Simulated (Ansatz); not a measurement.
# From PBE to G0W0: Ta2O5 (Pmmm), part 2 of 2

Aim: the quasiparticle gap of Ta2O5 (Pmmm), starting from PBE.

Ansatz 0.2.0; PBE, then G0W0 on it, plane waves, PAW. Known limits of the many-body steps: finite bands, screening cutoff and k mesh; no spin-orbit coupling in G0W0.

So far. Step 2 (The PBE band structure): Over mesh and path the gap is 0.312 eV, from k = (0.500, 0.500, 0.500) to k = (0.500, 0.000, 0.000). The least direct gap found is 0.434 eV, at k = (0.500, 0.500, 0.000).

In doubt: masses and optical values from hybrid runs of this build are listed as unsure (in some of the runs), which bears on the screening that GW takes from such a start.

## Step 3: G0W0 on the 6×6×4 mesh

G0W0 replaces the xc potential by a self-energy built once from the orbitals of the start. Levels are corrected in the window of bands that the input names, at points of the mesh.

This step: G0W0 on PBE, plane waves, PAW.

input.yaml

```yaml
crystal:
  lattice:
    - [3.677, 0.0, 0.0]
    - [0.0, 3.897, 0.0]
    - [0.0, 0.0, 6.217]
  atoms:
    - { symbol: Ta, position: [0.5, 0.0, 0.5] }
    - { symbol: Ta, position: [0.0, 0.0, 0.0] }
    - { symbol: O, position: [0.0, 0.0, 0.3220028454] }
    - { symbol: O, position: [0.0, 0.0, 0.6779971546] }
    - { symbol: O, position: [0.5, 0.5, 0.5] }
    - { symbol: O, position: [0.5, 0.0, 0.0] }
    - { symbol: O, position: [0.0, 0.5, 0.0] }
kpoints:
  mp_grid: { grid: [6, 6, 4] }
hamiltonian:
  xc: pbe
  pseudopotentials: { kind: paw, source: ansatz }
scf:
  occupations: { method: fixed }
gw:
  n_empty_bands: 897
  ecut_chi: 270.0
  qp_bands: [v2, c2]
  qp_kpoints: band_edges
  screening: { model: contour_deformation }
```

Run with:

```bash
> ansatz run input.yaml --threads 4 --pin off --max-ram 138240MiB --backend cuda --events-out ev --progress --plain --runs-dir out --devices 1 --max-vram 26GiB
```

Numbers of over 12 decimals in the logs are rounded to 6 here.

Log:

```text
GPUs: using 1 of 1 available (devices: 1).
[...]
GPU FFT provider: cuFFT
GPU libraries: cuBLAS 13.8.2, cuFFT 12.4.0, cuSOLVER 12.3.4
Crystal: 7 atoms, lattice volume = 89.085 Å³
Basis set: ecut = 930 eV, 5767 PW (Γ)
Bands: 51, of which v1, the nominal top of the filled ones, is band 42 counted from 1 (41 counted from 0)
Symmetry: 8 space group operations
[...]
k-points: 48 of 144
[...]
GPU buffer pool allocated for 145800 grid points (all kernels)
[...]
SCF iter   1: F=—  HF=-36407.288878 eV  |F-HF|=—  |Δ(HF+E_count)|=         —  Δρ=8.42e-2  dr2=5.34e0  ethr=3.10e-3  ⟨swp⟩=3.6  Hψ=8018  notcnv=0  defer=251
[...]
SCF iter  12: F=-36405.457127 eV  HF=-36405.457127 eV  |F-HF|=2.79e-9  |Δ(HF+E_count)|=   2.41e-7  Δρ=6.45e-6  dr2=3.53e-8  ethr=1.19e-10  ⟨swp⟩=3.9  Hψ=6201  notcnv=0
SCF 1 converged in 12 iterations: F = -36405.457127 eV  dr2 = 3.53e-8
[...]
NSCF: frozen V_eff on 48 k-points, pencils in batches of 32, up to order 204
the band table was solved once the SCF had ended and its energy, with any forces and stress, was formed, with the checks that follow a solve (9853 applications of the Hamiltonian). They found nothing against the state; the energy, forces and stress were not computed again (output.eigenvalues in the input reference)
[...]
NSCF: frozen V_eff on 48 k-points
G₀W₀ screening: q 1/48
[... further progress lines ...]
SCF converged after 12 iterations
Free energy (F): -36405.457127 eV
[...]
Internal energy: -36405.457127 eV  (E = F + TS)
E sigma→0 (E₀):  -36405.457127 eV
Fermi energy:    10.853563 eV
[...]
--- Band table (eV; the first three rows and the last of 48) ---
  k-point 0: bands = [... 38 lower, 9.3525, 10.0247, 10.0363, 10.2270, 11.3438, 11.7472, 12.1263, 13.1027, ... 5 higher]
  k-point 1: bands = [... 38 lower, 8.8810, 9.7049, 10.0237, 10.2250, 11.7560, 11.7811, 12.2601, 13.2606, ... 5 higher]
  k-point 2: bands = [... 38 lower, 8.8320, 9.5998, 10.0122, 10.2231, 11.7649, 12.2208, 12.4156, 13.2461, ... 5 higher]
  k-point 47: bands = [... 38 lower, 7.7216, 8.3958, 9.9533, 10.8536, 11.8645, 14.1464, 14.3069, 15.1535, ... 5 higher]
--- G₀W₀: contour deformation, 9 samples at zero and on the imaginary axis and 2 off it, 144 q-points, 897 empty bands' worth ---
  eigenvalues of the whole cell's RPA ε∞ on this k-mesh (on a slab, of 1 + 4πα/V) = 5.4696, 6.5656, 8.0610; static W/v taken at q = 0 is 0.148755
  gw.qp_kpoints: band_edges: 27 of 48 stored k-points solved, in 1 pass; an edge of the gap read off the rows below is read off those points alone
    valence top: of the k-points left out ik 1 came nearest to being solved in a further pass, in band 42 (counted from 1, as in the quasiparticle table): it holds the edge there only if its correction is more favourable than any solved in that band by at least 0.580 eV; those differ by 0.226 eV
    conduction bottom: of the k-points left out ik 1 came nearest to being solved in a further pass, in band 44 (counted from 1, as in the quasiparticle table): it holds the edge there only if its correction is more favourable than any solved in that band by at least 0.640 eV; those differ by 0.201 eV
    ik  band        ε_KS         Σx   Σc(E_QP)       V_xc       Z   E_QP_lin       E_QP  E_QP is
     0    41     10.0363   -28.1135     4.3035   -22.9183  0.7307     9.1237     9.1446  root
     0    42     10.2270   -26.5523     4.5342   -21.2452  0.7001     9.4255     9.4540  root
     0    43     11.3438   -11.2564    -5.3754   -16.9190  0.7559    11.6334    11.6309  root
     0    44     11.7472   -13.4777    -4.9763   -18.8017  0.7677    12.0983    12.0948  root
     3    41      9.7136   -26.4385     4.2704   -21.3778  0.7019     8.9151     8.9233  root
     3    42      9.8891   -26.0116     4.0525   -21.2343  0.7131     9.1514     9.1643  root
     3    43     11.4289   -11.2726    -5.4115   -16.9703  0.7528    11.7179    11.7151  root
     3    44     12.5867   -14.5151    -4.8798   -19.7698  0.7495    12.9670    12.9616  root
     6    41      9.6181   -27.3429     4.1751   -22.4229  0.7251     8.8635     8.8732  root
     6    42      9.9852   -25.7864     4.3376   -20.7442  0.7025     9.2659     9.2805  root
     6    43     11.5402   -11.2621    -5.5403   -17.1000  0.7491    11.8414    11.8379  root
     6    44     13.1451   -13.3974    -5.2569   -19.1341  0.7791    13.6255    13.6250  root
     9    41      9.6351   -27.4915     4.1554   -22.5878  0.7276     8.8773     8.8868  root
     9    42     10.0737   -25.9582     4.4089   -20.8547  0.7021     9.3649     9.3791  root
     9    43     11.5873   -11.2749    -5.5985   -17.1767  0.7470    11.8942    11.8906  root
     9    44     13.1595   -13.4137    -5.2679   -19.1637  0.7788    13.6421    13.6415  root
    12    41      9.8805   -25.2593     4.6385   -19.8459  0.6770     9.0963     9.1057  root
    12    42      9.9839   -25.8356     4.1455   -20.9605  0.7088     9.2380     9.2542  root
    12    43     11.6230   -12.3323    -5.3601   -17.9937  0.7429    11.9281    11.9242  root
    12    44     11.9174   -13.9668    -4.8961   -19.1924  0.7472    12.2501    12.2469  root
    15    41      9.8739   -25.5131     4.0756   -20.7145  0.7070     9.1365     9.1509  root
    15    42      9.9180   -25.6912     4.5950   -20.3197  0.6832     9.1359     9.1415  root
    15    43     11.6582   -12.1575    -5.4377   -17.8979  0.7423    11.9649    11.9608  root
    15    44     12.6348   -14.6208    -4.9278   -19.8968  0.7273    12.9857    12.9830  root
    24    41      9.6930   -27.9824     4.3209   -22.7298  0.7292     8.7357     8.7613  root
    24    42      9.8874   -25.4654     4.1647   -20.5648  0.7041     9.1345     9.1514  root
    24    43     11.4487   -13.4066    -4.8005   -18.5064  0.7581    11.7506    11.7479  root
    24    44     11.5178   -12.4972    -5.5361   -18.3670  0.7419    11.8562    11.8515  root
    25    41      9.7304   -27.8943     4.2764   -22.7001  0.7297     8.7872     8.8126  root
    25    42      9.7335   -24.8009     4.2523   -19.8020  0.6921     8.9710     8.9868  root
    25    43     11.5063   -13.6389    -4.7399   -18.6762  0.7564    11.8065    11.8037  root
    25    44     11.8033   -12.8734    -5.6041   -18.8121  0.7308    12.1427    12.1379  root
    26    41      9.6718   -24.6441     4.3259   -19.5627  0.6870     8.9019     8.9165  root
    26    42      9.7844   -27.8271     4.2443   -22.6828  0.7300     8.8590     8.8844  root
    26    43     11.5864   -14.0561    -4.5985   -18.9437  0.7513    11.8778    11.8755  root
    26    44     12.0670   -13.0187    -5.8318   -19.1976  0.7201    12.4202    12.4140  root
    27    41      9.8925   -25.3193     4.1659   -20.4311  0.7021     9.1545     9.1702  root
    27    42      9.9319   -25.2488     4.6320   -19.8288  0.6962     9.1222     9.1438  root
    27    43     11.5328   -12.4493    -5.5627   -18.3464  0.7419    11.8720    11.8673  root
    27    44     12.2636   -14.2527    -4.7984   -19.3820  0.7374    12.5979    12.5945  root
[...]
45    41     10.0171   -25.7800     4.4069   -20.6633  0.6997     9.2918     9.3073  root
    45    42     10.8529   -26.5070     4.5102   -21.2541  0.7064    10.0888    10.1102  root
    45    43     11.3096   -11.9869    -5.7528   -18.0980  0.7484    11.6732    11.6679  root
    45    44     14.2684   -15.2395    -5.7167   -21.3739  0.6866    14.6964    14.6861  root
    46    41      9.9796   -25.9284     4.4208   -20.8123  0.7001     9.2698     9.2844  root
    46    42     10.8532   -26.5109     4.5138   -21.2542  0.7064    10.0889    10.1104  root
    46    43     11.5963   -12.4949    -5.7843   -18.6384  0.7378    11.9610    11.9555  root
    46    44     14.2245   -16.0059    -5.2640   -21.7898  0.7450    14.7487    14.7444  root
    47    41      9.9533   -26.0527     4.4341   -20.9340  0.7006     9.2548     9.2686  root
    47    42     10.8536   -26.5140     4.5163   -21.2548  0.7063    10.0892    10.1106  root
    47    43     11.8645   -12.7723    -5.9386   -19.0780  0.7266    12.2379    12.2315  root
    47    44     14.1464   -15.9265    -5.3425   -21.7964  0.7464    14.6777    14.6739  root
```

Run time: 10 min. Hardware: 1 × NVIDIA H100 80GB HBM3 (shared by 3 runs) with 4 threads of AMD EPYC 7R13 (Zen 3), shared host; peak memory 13 GiB; 21 min of CPU time.

This step gave:

| Property | Result |
| --- | --- |
| bands summed | 939 |
| RPA ε∞ on this mesh (eigenvalues) | 5.470, 6.566, 8.061 |
| plane waves in the screening matrix | 879 |
| q-points in the mesh | 144 |
| G0W0 gap over the corrected points | 1.357 eV |
| k of the valence top | -0.5, -0.5, -0.5 |
| k of the conduction bottom | -0.5, 0, 0 |
| starting gap on the mesh | 0.3279 eV |
| Z at the valence top | 0.7063 |
| Z at the conduction bottom | 0.7638 |
| least direct G0W0 gap over the corrected points | 1.558 eV |

Over 27 of 48 irreducible mesh points the G0W0 gap is 1.357 eV, from k = (-0.500, -0.500, -0.500) to k = (-0.500, 0.000, 0.000). The PBE gap of this run on the mesh is 0.328 eV. The two states that bound the G0W0 gap lie that far apart at the start, so the correction of the gap is 1.357 − 0.328 = +1.029 eV. The start of this run differs from the step before in files (soft_1 PAW and hard PAW) and plane-wave cutoff (420 eV and 930 eV).

Labels follow the order of the start: v1 is the top filled band, c1 the lowest empty one; levels that stay degenerate share a row, the window can cut a multiplet, doubted levels are not marked in this list, bands outside the window were not corrected, and the list may be a part of the corrected levels. Levels before and after the correction, in eV, zero at the valence-band top of each column:

|  | conduction bottom | valence top |
| --- | --- | --- |
| Kohn-Sham | 0.33 | 0.00 |
| G0W0 | 1.36 | 0.00 |

|  | level | occupation | energy (eV) |
| --- | --- | --- | --- |
| Kohn-Sham | (-0.5 0 0) v2 | 2 | -1.198 |
| Kohn-Sham | (-0.5 0 0) v1 | 2 | -1.115 |
| Kohn-Sham | (-0.5 0 0) c1 | 0 | 0.328 |
| Kohn-Sham | (-0.5 0 0) c2 | 0 | 0.406 |
| Kohn-Sham | (-0.5 -0.5 -0.5) v2 | 2 | -0.900 |
| Kohn-Sham | (-0.5 -0.5 -0.5) v1 | 2 | 0.000 |
| Kohn-Sham | (-0.5 -0.5 -0.5) c1 | 0 | 1.011 |
| Kohn-Sham | (-0.5 -0.5 -0.5) c2 | 0 | 3.293 |
| G0W0 | (-0.5 0 0) v2 | 2 | -1.396 |
| G0W0 | (-0.5 0 0) v1 | 2 | -1.121 |
| G0W0 | (-0.5 0 0) c1 | 0 | 1.357 |
| G0W0 | (-0.5 0 0) c2 | 0 | 1.488 |
| G0W0 | (-0.5 -0.5 -0.5) v2 | 2 | -0.842 |
| G0W0 | (-0.5 -0.5 -0.5) v1 | 2 | 0.000 |
| G0W0 | (-0.5 -0.5 -0.5) c1 | 0 | 2.121 |
| G0W0 | (-0.5 -0.5 -0.5) c2 | 0 | 4.563 |

The parts of the quasiparticle energy for the two states that bound the G0W0 gap, in eV on the run's own scale (QP = start + Σx + Σc − Vxc, with Σc at the quasiparticle energy):

| edge | k | band | start | Σx | Σc | Vxc | Z | QP |
| --- | --- | --- | --- | --- | --- | --- | --- | --- |
| valence top | (-0.500, -0.500, -0.500) | 42 | 10.854 | −26.514 | 4.516 | −21.255 | 0.706 | 10.111 |
| conduction bottom | (-0.500, 0.000, 0.000) | 43 | 11.181 | −12.945 | −4.828 | −18.059 | 0.764 | 11.468 |

## Step 4: Spin-orbit coupling in PBE

This run has two-component orbitals with spin-orbit coupling.

This step: DFT, PBE with spin-orbit coupling, plane waves, PAW; PAW set soft_1.

input.yaml

```yaml
crystal:
  lattice:
    - [3.677, 0.0, 0.0]
    - [0.0, 3.897, 0.0]
    - [0.0, 0.0, 6.217]
  atoms:
    - { symbol: Ta, position: [0.5, 0.0, 0.5] }
    - { symbol: Ta, position: [0.0, 0.0, 0.0] }
    - { symbol: O, position: [0.0, 0.0, 0.3220028454] }
    - { symbol: O, position: [0.0, 0.0, 0.6779971546] }
    - { symbol: O, position: [0.5, 0.5, 0.5] }
    - { symbol: O, position: [0.5, 0.0, 0.0] }
    - { symbol: O, position: [0.0, 0.5, 0.0] }
kpoints:
  mp_grid: { grid: [6, 6, 4] }
  band_path:
    path:
      - [0.0, 0.0, 0.0]
      - [0.5, 0.0, 0.0]
      - [0.5, 0.5, 0.0]
      - [0.0, 0.5, 0.0]
      - [0.0, 0.0, 0.5]
      - [0.5, 0.0, 0.5]
      - [0.5, 0.5, 0.5]
      - [0.0, 0.5, 0.5]
    npoints: 1
hamiltonian:
  xc: pbe
  pseudopotentials: { kind: paw_fr, azcp: { folder: soft_1 } }
scf:
  occupations: { method: fermi_dirac, width: 0.02 }
  n_extra_bands: 12
magnetization:
  noncollinear: true
  spin_orbit: true
output:
  eigenvalues: true
```

Log:

```text
[...]
GPUs: using 1 of 1 available (devices: 1).
[...]
non-collinear run that drives no moment, with spin-orbit: no starting moment large enough to seed its density (crystal.atoms[].spin), no starting occupations that ask for one, no magnetisation constraint and no magnetic field, so the semilocal B_xc is pinned to zero
[...]
GPU FFT provider: cuFFT
GPU libraries: cuBLAS 13.8.2, cuFFT 12.4.0, cuSOLVER 12.3.4
Crystal: 7 atoms, lattice volume = 89.085 Å³
Basis set: ecut = 420 eV, 1749 PW (Γ)
Bands: 68, of which v1, the nominal top of the filled ones, is band 56 counted from 1 (55 counted from 0)
Symmetry: 8 space group operations + 8 with time reversal
[...]
k-points: 48 of 144
Projection manifold: j_resolved (fully-relativistic pseudo-atomic orbitals)
[...]
GPU buffer pool allocated for 30375 grid points (all kernels)
[...]
SCF iter   1: F=—  HF=-22755.334803 eV  |F-HF|=—  |Δ(HF+E_count)|=         —  Δρ=8.36e-2  dr2=6.52e0  dr2_m=0.00e0 (ungated)  ethr=3.10e-3  |M|=0.00e0 ∫|m|=0.00e0 μB  |m|>n=0.0e0 m-floor=0.0e0 τ_xc=0.0e0  β_m=0.30  ⟨swp⟩=6.3  Hψ=7418  notcnv=0  defer=4
[...]
spin=Noncollinear: Resta preconditioning applied to the charge; magnetization (m_x, m_y, m_z) channels mix plain (no charge-response kernel on spin).
SCF iter   2: F=—  HF=-22754.323493 eV  |F-HF|=—  |Δ(HF+E_count)|=    1.01e0  Δρ=4.77e-2  dr2=2.06e0  dr2_m=0.00e0 (ungated)  ethr=3.10e-3  |M|=0.00e0 ∫|m|=0.00e0 μB  |m|>n=0.0e0 m-floor=0.0e0 τ_xc=0.0e0  β_m=0.45  ⟨swp⟩=2.0  Hψ=2770  notcnv=0  defer=304
[...]
SCF iter  12: F=-22753.931850 eV  HF=-22753.931850 eV  |F-HF|=7.63e-9  |Δ(HF+E_count)|=   1.44e-8  Δρ=3.65e-6  dr2=1.08e-8  dr2_m=0.00e0 (ungated)  ethr=1.79e-10  |M|=0.00e0 ∫|m|=0.00e0 μB  |m|>n=0.0e0 m-floor=0.0e0 τ_xc=0.0e0  ⟨swp⟩=9.6  Hψ=4899  notcnv=0
SCF 1 converged in 12 iterations: F = -22753.931850 eV  dr2 = 1.08e-8
[...]
SCF converged after 12 iterations
Magnetization: |M| = 0.0000 μB,  M = (+0.0000, +0.0000, +0.0000) μB
Absolute magnetization: 0.0000 μB (∫|m|)
  site 0: m = (+0.0000, +0.0000, +0.0000) μB, |m| = 0.0000 μB  (R = 0.80 Å)
  site 1: m = (+0.0000, +0.0000, +0.0000) μB, |m| = 0.0000 μB  (R = 0.76 Å)
  site 2: m = (+0.0000, +0.0000, +0.0000) μB, |m| = 0.0000 μB  (R = 0.83 Å)
  site 3: m = (+0.0000, +0.0000, +0.0000) μB, |m| = 0.0000 μB  (R = 0.83 Å)
  site 4: m = (+0.0000, +0.0000, +0.0000) μB, |m| = 0.0000 μB  (R = 0.80 Å)
  site 5: m = (+0.0000, +0.0000, +0.0000) μB, |m| = 0.0000 μB  (R = 0.76 Å)
  site 6: m = (+0.0000, +0.0000, +0.0000) μB, |m| = 0.0000 μB  (R = 0.80 Å)
Free energy (F): -22753.931850 eV
[...]
Internal energy: -22753.931796 eV  (E = F + TS)
E sigma→0 (E₀):  -22753.931823 eV
Entropy (-TS):   -0.000054 eV (-0.008 meV/atom)
Fermi energy:    9.232490 eV
[...]
--- Band table (eV; the first three rows and the last of 48) ---
  k-point 0: bands = [... 52 lower, 8.3450, 8.3450, 8.4988, 8.4988, 9.5677, 9.5677, 9.9678, 9.9678, ... 8 higher]
  k-point 1: bands = [... 52 lower, 8.2871, 8.2871, 8.4959, 8.4959, 9.9427, 9.9427, 10.0284, 10.0284, ... 8 higher]
  k-point 2: bands = [... 52 lower, 8.2744, 8.2744, 8.4933, 8.4933, 9.9970, 9.9970, 10.3750, 10.3750, ... 8 higher]
  k-point 47: bands = [... 52 lower, 8.2227, 8.2227, 9.1229, 9.1229, 10.0913, 10.0913, 12.3929, 12.3929, ... 8 higher]
```

Run time: 12 s. Hardware: 1 × NVIDIA H100 80GB HBM3 (shared by 3 runs) with 4 threads; peak memory 0.95 GiB; 14 s of CPU time.

Numbers from this step:

```
gap                  : 0.1920 eV
valence top at       : R
conduction bottom at : X
least direct gap     : 0.4370 eV
```

Over mesh and listed points the gap is 0.192 eV, from k = (0.500, 0.500, 0.500) to k = (0.500, 0.000, 0.000). The least direct gap found is 0.437 eV, at k = (0.500, 0.500, 0.000). PBE+SOC against PBE: 0.192 − 0.312 = −0.120 eV, with the same mesh, set of files (read in its fully relativistic form for the spin-orbit run) and cutoff, and both edges at the same k points. The spin-orbit run sees mesh and listed points alone, so its gap is an upper bound: the coupling can move an edge off these points, and the change over the zone, its sign included where it is small, is not known.

## Step 5: Side by side

Each gap is the least one over the points named; times are wall times on shared hosts, not benchmarks. A G0W0 time includes the run's own self-consistent start. Runs with listed points see these and the mesh alone, so an edge that moves elsewhere is missed. Rows marked * are further runs, not shown as steps, whose inputs differ from the G0W0 step on the same start in the columns given; solver thresholds can differ too. Symmetry makes (0.500, 0.500, 0.500) and (-0.500, -0.500, -0.500) one point. Symmetry makes (0.500, 0.000, 0.000) and (-0.500, 0.000, 0.000) one point.

| level | mesh | files, cutoff | bands summed, screening | points | gap (eV) | valence top | conduction bottom | least direct gap (eV) | time |
| --- | --- | --- | --- | --- | --- | --- | --- | --- | --- |
| PBE | 6×6×4 | soft_1 PAW, 420 eV | - | mesh and path | 0.312 | (0.500, 0.500, 0.500) | (0.500, 0.000, 0.000) | 0.434 | 14 s |
| PBE+SOC | 6×6×4 | soft_1 PAW, 420 eV | - | mesh and listed points | 0.192 | (0.500, 0.500, 0.500) | (0.500, 0.000, 0.000) | 0.437 | 12 s |
| G0W0@PBE* | 6×6×4 | hard PAW, 930 eV | 275, 110 eV | 27 of 48 irreducible mesh points | 1.169 | (-0.500, -0.500, -0.500) | (-0.500, 0.000, 0.000) | 1.349 | 87 s |
| G0W0@PBE* | 6×6×4 | hard PAW, 930 eV | 571, 190 eV | 27 of 48 irreducible mesh points | 1.279 | (-0.500, -0.500, -0.500) | (-0.500, 0.000, 0.000) | 1.471 | 4.6 min |
| G0W0@PBE | 6×6×4 | hard PAW, 930 eV | 939, 270 eV | 27 of 48 irreducible mesh points | 1.357 | (-0.500, -0.500, -0.500) | (-0.500, 0.000, 0.000) | 1.558 | 10 min |
| G0W0@PBE* | 8×8×4 | hard PAW, 930 eV | 275, 110 eV | 35 of 75 irreducible mesh points | 1.169 | (-0.500, -0.500, -0.500) | (-0.500, 0.000, 0.000) | 1.351 | 4.2 min |

## Step 6: What came out

```yaml
pbe_gap_over_mesh_and_path: 0.312 eV, from k = (0.500, 0.500, 0.500) to k = (0.500, 0.000, 0.000)
g0w0_pbe_gap_over_27_of_48_irreducible_mesh_points: 1.357 eV, from k = (-0.500, -0.500, -0.500) to k = (-0.500, 0.000, 0.000)
pbe_soc_gap_over_mesh_and_listed_points: 0.192 eV
gw_settings: 6×6×4 mesh, 897 empty bands, screening to 270 eV, hard PAW files
known_limits: finite bands, screening cutoff and k mesh; no spin-orbit coupling in G0W0
```

What this shows: Over 27 of 48 irreducible mesh points the G0W0 gap is 1.357 eV, from k = (-0.500, -0.500, -0.500) to k = (-0.500, 0.000, 0.000). The PBE gap of this run on the mesh is 0.328 eV. The two states that bound the G0W0 gap lie that far apart at the start, so the correction of the gap is 1.357 − 0.328 = +1.029 eV. The valence state moves by 10.111 − 10.854 = −0.743 eV and the conduction state by 11.468 − 11.181 = +0.287 eV, on the run's own scale; with 275 bands the edge states move by −0.291 and +0.550 eV, so the split between the edges depends on the bands and cutoff. Both edges that PBE shows over mesh and path lie at k points where levels were corrected. Levels at other points were not corrected, so a lower G0W0 gap elsewhere in the zone is not ruled out. From 275 bands and 110 eV to 939 bands and 270 eV the gap moves by 1.357 − 1.169 = +0.188 eV (rung by rung 1.169, 1.279, 1.357 eV); bands and screening cutoff rise together, so their parts are not told apart. A line in one over the bands through the two highest rungs gives 1.357 + (1.357 − 1.279) × 571 / (939 − 571) = 1.478 eV, and through the pair below 1.279 + (1.279 − 1.169) × 275 / (571 − 275) = 1.381 eV. The two differ by 0.097 eV, not under the 0.030 eV asked, so the law does not hold well over these rungs and the limit is not known. With the 8×8×4 mesh in place of the 6×6×4 mesh and all else as in the G0W0@PBE row with 275 bands, the gap differs by 1.169 − 1.169 = +0.000 eV, and that of the start by 0.330 − 0.328 = +0.002 eV. G0W0 on other starts in this series, not shown as steps and not all at these settings: 1.710 eV on HSE06 (6×6×4, hard PAW, 571 bands, 190 eV) and 1.944 eV on PBE0 (6×6×4, hard PAW, 571 bands, 190 eV). PBE+SOC against PBE: 0.192 − 0.312 = −0.120 eV, with the same mesh, set of files (read in its fully relativistic form for the spin-orbit run) and cutoff, and both edges at the same k points. The spin-orbit run sees mesh and listed points alone, so its gap is an upper bound: the coupling can move an edge off these points, and the change over the zone, its sign included where it is small, is not known. What spin-orbit coupling does to the G0W0 levels was not computed, so no sum with the G0W0 gap is formed. The G0W0 runs are scalar-relativistic. G0W0 is shown with one set of atomic data (hard PAW), so the error from the files is not known here.

[Paths, hosts, dates, memory and timing lines, banners, echoed tables and standing remarks are left out of the program output.]

[Logs are printed without paths, hosts, clocks, repeated set-up lines and the standing remarks that a program may print on its own settings, such as how far it seeks lower states.]

[Runs of the session that timed out or met a known fault of the program may be left out.]

[Cells called generated may have been cut or substituted from an entry of the Crystallography Open Database or the Materials Project.]

[Hosts, paths, dates, database ids (printed as entryN), source tags and the programs' standing remarks are cut or masked in the printed files.]

[Where an RPA ε∞ is given, it is that of the G0W0 mesh and is not shown converged in it. Names of k-points follow the symmetry that the program found, which can be lower than the space group named. Band edges on a path are those of the sampled points; other points can move an edge, and change direct to indirect where valleys lie close.]

[Hybrid gaps are those of their k-mesh and are not shown converged in it.]
